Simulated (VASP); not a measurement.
Runs of VASP 6.6.1 on GaN. It takes space group P6_3mc (No. 186, hexagonal). Conventional cell: a = 3.180 Å, b = 3.180 Å, c = 5.166 Å, α = 90.00°, β = 90.00°, γ = 120.00°. Ga (site symmetry 3m) is surrounded by 4 N at 1.94 to 1.95 Å. Around N (site symmetry 3m) lie 4 Ga at 1.94 to 1.95 Å. 

```csv
task,level,cell,cutoff (eV),gap on the mesh (eV),pressure (GPa),relaxed volume (Å³/atom),largest force (eV/Å)
band structure,rSCAN,as given,520,2.39,(b),-,(c)
band structure,SCAN,as given,520,(d),(a),-,0.12
relaxation of cell and atoms,r2SCAN,relaxed,600,2.30,0.0,11.44,-
relaxation of cell and atoms,SCAN,relaxed,600,2.24,0.0,11.38,-
relaxation of cell and atoms,rSCAN,relaxed,600,2.34,0.0,11.40,0.01
```

Alike in all rows: potentials or basis VASP PAW PBE potentials, release 64 (Ga_d, N); no spin polarisation; k mesh 10 × 10 × 5; smearing fermi-dirac 0.05 eV.

Problem. Fill in the values left out.

Solution. (a) 1.4; (b) 1.6; (c) 0.16; (d) 2.27.

Caveats: the PAW data sets were made with another functional, which shifts forces and pressure a little.

A k mesh can miss the band edges, and the runs leave out spin-orbit coupling on Ga.
